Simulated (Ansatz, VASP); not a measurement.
## Two plane-wave programs on P

```xyz
1
Lattice="2.4805 0.0000 0.0000 -1.2403 2.1482 0.0000 0.0000 0.0000 2.3233" Properties=species:S:1:pos:R:3 pbc="T T T"
P     0.0000    0.0000    0.0000
```

Alike in both runs: functional PBE; k mesh 18 × 18 × 17; occupations fermi-dirac, width 0.05 eV; no spin polarisation.

Ansatz relaxed the structure, and its values are those at the end. VASP's run is a single point on that final structure, the one shown.

```csv
,VASP,Ansatz
version,VASP 6.6.1,Ansatz 0.2.0
potentials or method,"VASP PAW PBE potentials, release 64 (P)","PAW with Ansatz's default frozen-core files, scalar-relativistic"
plane-wave cutoff (eV),520,420
valence electrons in the cell,5,5
```

|  | VASP | Ansatz | Ansatz less VASP |
| --- | --- | --- | --- |
| pressure (GPa) | 23.3 | 23.7 | +0.44 |

Caveats: so large a pressure means that the cell lies far from this level's equilibrium, or that cutoff or potentials fall short (VASP).
